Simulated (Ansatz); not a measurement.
**Ti3Si: properties at the relaxed cell**

An exercise on one series of results from a longer session: the logs are not shown, and one member is left open.

Program: Ansatz 0.2.0. Level of theory: DFT r2SCAN, scalar-relativistic, plane waves, PAW. These are calculated values, not measurements.

1 further run of the same task is left out (set aside as unsound or not needed). Runs told in other sessions of the task aren't counted.

## The starting structure

The structure is hexagonal, space group P6_3/mmc (No. 194). The conventional cell has a = 5.629 Å, b = 5.629 Å, c = 4.504 Å, α = 90.00°, β = 90.00°, γ = 120.00°. Ti (site symmetry mm2) is surrounded by 8 Ti at 2.73 to 2.90 Å and 4 Si at 2.75 to 2.81 Å. Si (site symmetry -6m2) is surrounded by 12 Ti at 2.75 to 2.81 Å.

Structure file:

```
Ti Si
1.0
     5.62856    0.00000    0.00000
    -2.81428    4.87448    0.00000
     0.00000    0.00000    4.50395
Ti Si
6 2
Direct
  0.34370 0.17185 0.75000
  0.82815 0.17185 0.75000
  0.82815 0.65630 0.75000
  0.65630 0.82815 0.25000
  0.17185 0.82815 0.25000
  0.17185 0.34370 0.25000
  0.33333 0.66667 0.75000
  0.66667 0.33333 0.25000
```

It goes back to an entry of the Materials Project, which need not be the stable form.

This cell was relaxed beforehand with the same method: volume 15.45 Å³/atom, gap on the mesh none (metal).

The first run:

input.yaml reads:

```yaml
crystal:
  lattice:
    - [5.5717019525, 0.0, 0.0]
    - [-2.7858509763, 4.8252354332, 0.0]
    - [0.0, 0.0, 4.458449073]
  atoms:
    - { symbol: Ti, position: [0.3436961574, 0.1718480787, 0.75] }
    - { symbol: Ti, position: [0.8281519213, 0.1718480787, 0.75] }
    - { symbol: Ti, position: [0.8281519213, 0.6563038426, 0.75] }
    - { symbol: Ti, position: [0.6563038426, 0.8281519213, 0.25] }
    - { symbol: Ti, position: [0.1718480787, 0.8281519213, 0.25] }
    - { symbol: Ti, position: [0.1718480787, 0.3436961574, 0.25] }
    - { symbol: Si, position: [0.3333333333, 0.6666666667, 0.75] }
    - { symbol: Si, position: [0.6666666667, 0.3333333333, 0.25] }
basis:
  ecutwfc: 500
kpoints:
  mp_grid: { grid: [6, 6, 8] }
hamiltonian:
  xc: r2scan
scf:
  occupations: { method: gaussian, width: 0.1 }
output:
  forces: true
  stress: true
  eigenvalues: true
  write_density: true
  write_potential: true
  elf: true
  volumetric_format: npy
relax:
  adjacent_minimum: "off"
  f_tol: 0.01
  max_steps: 30
  cell: { stress_tol: 0.1, fix: [volume] }
```

The run is started by

```bash
> ansatz run input.yaml --threads 2 --pin off --max-ram 5120MiB --backend cpu --events-out ev --progress --plain --runs-dir out
```

Steps of the session up to this table: Volume × 0.97; Volume × 1.03; Volume × 0.94; The cell scaled to 1.06 of its volume; Point at V/V0 = 0.91; The cell scaled to 1.10 of its volume; Volume × 0.88.

One table of the session follows, with a row left open; its other results are not shown here.

It belongs to the step «Fit of the equation of state». 

| volume (Å³/atom) | energy above the lowest point (meV/atom) | pressure (GPa) |
| --- | --- | --- |
| 13.593 | 121.7 | 23.23 |
| 14.056 | 65.0 | 16.16 |
| 14.520 | 27.4 | 9.99 |
| 14.983 | 6.5 | 4.63 |
| 15.446 | 0.0 | 0.00 |
| 15.910 | ? | ? |
| 16.373 | 22.7 | -7.44 |
| 16.991 | 59.1 | -11.30 |

Q: Estimate the row for volume (Å³/atom) = 15.910 from the others.

Worked estimate for «energy above the lowest point (meV/atom)». A straight line through the neighbours (15.446, 0.0) and (16.373, 22.7) gives 0.0 + (22.7 − 0.0) × (15.910 − 15.446) / (16.373 − 15.446) = 11.4; a parabola fitted to 4 rows on both sides gives 6.2.

As computed: energy above the lowest point (meV/atom): 6.0; pressure (GPa): -4.00. In «energy above the lowest point (meV/atom)» the line misses by +5.4 and the parabola by +0.2.
